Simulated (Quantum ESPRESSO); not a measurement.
The system is Sn.

```xyz
2
Lattice="0.0000 3.2333 3.2333 3.2333 0.0000 3.2333 3.2333 3.2333 0.0000" Properties=species:S:1:pos:R:3 pbc="T T T"
Sn    4.8500    4.8500    4.8500
Sn    3.2333    3.2333    3.2333
```

This isn't the form of Sn at room conditions, which is tetragonal (white tin).

Base run:

| Item | Value |
| --- | --- |
| Program | Quantum ESPRESSO 7.5 |
| Functional | LDA |
| Potentials or basis | SG15 PBE 1.2 |
| Cutoff | 952 eV |
| Density cutoff | 3810 eV |
| k mesh | 7 × 7 × 7 |
| Occupations | fermi-dirac, width 0.05 eV |
| Spin | no spin polarisation |

Its results: band gap on the k mesh none (metal or under the smearing width); pressure -0.7 GPa.

Task: The run is repeated on the same cell with these changes: functional from LDA to RPBE. What comes out?

Result: Band gap on the k mesh none (metal or under the smearing width); pressure 5.6 GPa.

RPBE binds less tightly than LDA, so the same cell stands under more pressure.

Caveats: the potentials were made for another functional, which shifts forces and pressure.

Not every run made on this cell is shown here.
